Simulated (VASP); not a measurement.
**MgTe (zincblende), PBE relaxation of cell and atoms: VASP's output and Ansatz's**

POSCAR

```
Mg Te
 1.0000000000000000
     0.0000000000000000    3.1395152938000002    3.1395152938000002
     3.1395152938000002    0.0000000000000000    3.1395152938000002
     3.1395152938000002    3.1395152938000002    0.0000000000000000
 Mg  Te
   1   1
Cartesian
  0.0000000000000000  0.0000000000000000  0.0000000000000000
  1.5697576469000001  1.5697576469000001  1.5697576469000001
```

VASP ran with the recommended PBE PAW datasets (8 valence electrons in the cell).

From OUTCAR

```
k-points           NKPTS =     16   k-points in BZ     NKDIM =     16   number of bands    NBANDS=     11

   NELECT =       8.0000    total number of electrons

   dimension x,y,z NGX =    40 NGY =   40 NGZ =   40
   dimension x,y,z NGXF=    80 NGYF=   80 NGZF=   80

  energy-cutoff  :      600.00
  volume of cell :       68.88
      direct lattice vectors                 reciprocal lattice vectors
     0.000000000  3.253512980  3.253512980    -0.153680038  0.153680038  0.153680038
     3.253512980  0.000000000  3.253512980     0.153680038 -0.153680038  0.153680038
     3.253512980  3.253512980  0.000000000     0.153680038  0.153680038 -0.153680038

 k-points in reciprocal lattice and weights: KPOINTS created by Atomic Simulation Env
   0.00000000  0.00000000  0.00000000       0.005
   0.16666667  0.00000000  0.00000000       0.037
   0.33333333  0.00000000  0.00000000       0.037
   0.50000000  0.00000000  0.00000000       0.019
   0.16666667  0.16666667  0.00000000       0.028
   0.33333333  0.16666667  0.00000000       0.111
   0.50000000  0.16666667  0.00000000       0.111
  -0.33333333  0.16666667  0.00000000       0.111
   ...

 E-fermi :   2.1799

 k-point     1 :       0.0000    0.0000    0.0000
  band No.  band energies     occupation
      1      -8.3779      2.00000
      2       1.7326      2.00000
      3       1.7326      2.00000
      4       1.7326      2.00000
      5       4.0552      0.00000
      6       7.1515      0.00000
      7       7.1515      0.00000
      8       7.1515      0.00000
      9      10.2702      0.00000
     10      10.2702      0.00000
     11      10.3637      0.00000

 k-point     2 :       0.1667    0.0000    0.0000
  band No.  band energies     occupation
      1      -8.2542      2.00000
      2       0.5684      2.00000
      3       1.6173      2.00000
      4       1.6173      2.00000
      5       4.9367      0.00000
      6       7.1794      0.00000
      7       7.4034      0.00000
      8       7.4034      0.00000
      9       9.6713      0.00000
     10       9.6713      0.00000
     11      10.9062      0.00000

 k-point     3 :       0.3333    0.0000    0.0000
  band No.  band energies     occupation
      1      -7.9767      2.00000
      2      -0.8390      2.00000
      3       1.4150      2.00000
      4       1.4150      2.00000
      5       5.0284      0.00000
      6       7.3962      0.00000
      7       7.3962      0.00000
      8       8.5248      0.00000
      9      10.2968      0.00000
     10      10.2968      0.00000
     11      10.4012      0.00000

 k-point     4 :       0.5000    0.0000    0.0000
  band No.  band energies     occupation
      1      -7.8183      2.00000
      2      -1.4075      2.00000
      3       1.3248      2.00000
      4       1.3248      2.00000
      5       4.8901      0.00000
      6       7.2311      0.00000
      7       7.2311      0.00000
      8       9.0359      0.00000
      9      11.3209      0.00000
     10      12.3366      0.00000
     11      12.3374      0.00000

 k-point     5 :       0.1667    0.1667    0.0000
  band No.  band energies     occupation
      1      -8.2129      2.00000
      2       0.5783      2.00000
      3       1.3764      2.00000
      4       1.3764      2.00000
      5       5.4166      0.00000
      6       6.3199      0.00000
      7       7.9166      0.00000
      8       7.9166      0.00000
      9       8.5581      0.00000
     10      10.6237      0.00000
     11      11.7915      0.00000

 k-point     6 :       0.3333    0.1667    0.0000
  band No.  band energies     occupation
      1      -7.9839      2.00000
      2      -0.4773      2.00000
      3       1.0546      2.00000
      4       1.1352      2.00000
      5       5.6916      0.00000
      6       6.5617      0.00000
      7       7.6194      0.00000
      8       8.2711      0.00000
      9       9.7391      0.00000
     10      11.1046      0.00000
     11      11.8178      0.00000

 k-point     7 :       0.5000    0.1667    0.0000
  band No.  band energies     occupation
      1      -7.7746      2.00000
      2      -1.1991      2.00000
      3       0.6647      2.00000
      4       1.1065      2.00000
      5       5.5661      0.00000
      6       6.8678      0.00000
      7       7.9437      0.00000
      8       8.6134      0.00000
      9      10.6864      0.00000
     10      12.1097      0.00000
     11      12.1855      0.00000

 k-point     8 :      -0.3333    0.1667    0.0000
  band No.  band energies     occupation
      1      -7.8280      2.00000
      2      -1.0225      2.00000
      3       0.5497      2.00000
      4       1.3076      2.00000
      5       5.7537      0.00000
      6       6.9893      0.00000
      7       7.7685      0.00000
      8       8.5610      0.00000
      9       9.8570      0.00000
     10      11.2227      0.00000
     11      12.1248      0.00000

 ...

  Total        0.0072361      0.0072361      0.0072361      0.0000000     -0.0000000      0.0000000
  in kB        0.1683178      0.1683178      0.1683178      0.0000000     -0.0000000      0.0000000
  external PRESSURE =       0.1683178 kB  Pullay stress =       0.0000000 kB

 POSITION                                       TOTAL-FORCE (eV/Angst)
 -----------------------------------------------------------------------------------
      0.00000      0.00000      0.00000        -0.000000     -0.000000     -0.000000
      1.62676      1.62676      1.62676         0.000000      0.000000      0.000000
 -----------------------------------------------------------------------------------
    total drift:                                0.000000      0.000000      0.000000

  FREE ENERGIE OF THE ION-ELECTRON SYSTEM (eV)
  ---------------------------------------------------
  free  energy   TOTEN  =        -6.4025725986 eV

  energy  without entropy=       -6.4025725986  energy(sigma->0) =       -6.40257260
```

Datasets and cutoffs are each program's own. VASP's cell holds 8 valence electrons and Ansatz's 26.

**Question.** What does Ansatz give for the same cell and level of theory?

**Answer.** relaxed cell vector lengths 4.602, 4.602, 4.602 Å; relaxed cell volume 68.94 Å³.

Ansatz printed

```
basis re-selected at this cell: Δ(F+E_penalty+E_count) = -5.243e-4 eV, ΔP = -0.001 GPa vs the last step (what re-selecting the basis moved, of the pressure what is left beyond the Pulay correction that the steps carried, after the strain that the cell walked since its last selection, with what the two solves' SCF thresholds leave and, on support functions, any second-order correction that the steps lacked; it is no measure of the basis error at this ecutwfc). The dense FFT grid was sized anew with the basis: this SCF ran on 32×32×32 points, the steps before it on 30×30×30, so part of this shift can come from that change (see relax.cell in the input reference). This SCF's stress stands 8.73e-3 GPa from its target on what of the cell is left free (relax.cell.stress_tol is 5.00e-2 GPa) and its largest allowed force component is 4.55e-17 eV/Å (relax.f_tol is 5.00e-3 eV/Å): within both
SCF converged after 6 iterations
Free energy (F): -8905.522091 eV
Harris-Foulkes:  -8905.522091 eV  (|F-HF|=2.00e-11)
Internal energy: -8905.522091 eV  (E = F + TS)
E sigma→0 (E₀):  -8905.522091 eV
Fermi energy:    5.281509 eV
--- Per-component energies (eV) ---
  E_band       = -673.123652
  E_kinetic    = 255.989481
  E_local      = -3334.494136  (includes V_loc(G=0)·N_el)
  E_nonlocal   = -214.147516
  E_hartree    = 1585.385805
  E_xc         = -153.035701
  E_vxc        = -141.236203  (∫ρ·V_xc dr)
  E_paw        = -4955.852349  (= ΣΔE_a)
  E_vpaw       = -410.006711  (= ΣTr[D̂ρ^β])
  E_aug_tail   = -0.000172  (compensation charges beyond the density's cutoff)
  E_ewald      = -2089.367503
  E_smearing   = -0.000000  (= −TS)
  E_closure    = 0.000000  (closes the sum)
  Σ components = -8905.522091   (vs F -8905.522091, Δ=0.00e0)
--- Forces (eV/Å), atoms counted from 1 ---
  atom   1  Mg    -0.00000000    -0.00000000    -0.00000000
  atom   2  Te    -0.00000000    -0.00000000    -0.00000000
  max |Σ_I F_I| component: 9.40e-17 eV/Å
--- Stress (GPa, compression-positive) ---
        0.008731       0.000000      -0.000000
        0.000000       0.008731       0.000000
       -0.000000       0.000000       0.008731
  P = ⅓ Tr σ = 0.0087 GPa (0.087 kbar)
--- Relaxed structure (4 steps of the walk, 4 accepted, 1 SCFs on fresh bases) ---
  F+E_penalty+E_count = -8905.52209120 eV   max|allowed force component| = 4.550e-17 eV/Å   (the final SCF, on the basis selected at the relaxed cell)
  cell:  # Å, volume = 68.9350 Å³
    - [2.7515008977636187e-33, 3.2543925634672597, 3.2543925634672597]
    - [3.2543925634672597, 5.553955515856194e-33, 3.2543925634672597]
    - [3.2543925634672597, 3.2543925634672597, 5.757770397172017e-33]
  atoms:
    - { symbol: Mg, position: [-1.0581981112271725e-33, 1.063310179397352e-33, 1.1859998154816618e-33] }
    - { symbol: Te, position: [0.24999999999999997, 0.24999999999999997, 0.24999999999999997] }
```
